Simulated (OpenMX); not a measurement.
MnO:

```
Mn O
1.0
     0.00000    2.22200    2.22200
     2.22200    0.00000    2.22200
     2.22200    2.22200    0.00000
Mn O
1 1
Direct
  0.00000 0.00000 0.00000
  0.50000 0.50000 0.50000
```

Base run:

| Item | Value |
| --- | --- |
| Program | OpenMX 3.8.5 |
| Functional | PBE |
| Potentials or basis | OpenMX 2013 PBE set, Mn6.0-s3p2d2, O6.0-s2p2d1, grid cutoff 400 Ry |
| k mesh | 7 × 7 × 7 |
| Occupations | fermi-dirac, width 0.05 eV |
| Spin | collinear spin, ferromagnetic start |
| Starting moments | [4.0, 0.0] μB |
| Hubbard terms | Mn U = 0 eV |

Its results: band gap on the k mesh none (metal or under the smearing width); net moment 4.73 μB per cell; site moments Mn +4.50; O +0.23 μB.

Task: The run is repeated on the same cell with these changes: hubbard terms from Mn U = 0 eV to Mn U = 4 eV. What comes out?

Result: Band gap on the k mesh 0.65 eV, indirect (least direct gap 2.81 eV); net moment 5.00 μB per cell; site moments Mn +4.90; O +0.10 μB.

Caveats: the basis of atomic orbitals isn't converged, which shifts pressures, moduli and gaps; a cell with one magnetic atom can't hold antiferromagnetic order, which such compounds often take; U acts on the first radial function of the shell alone, so its value doesn't carry over to other programs (some runs); an odd mesh through Γ misses points on the zone boundary, where band edges often lie (some runs).
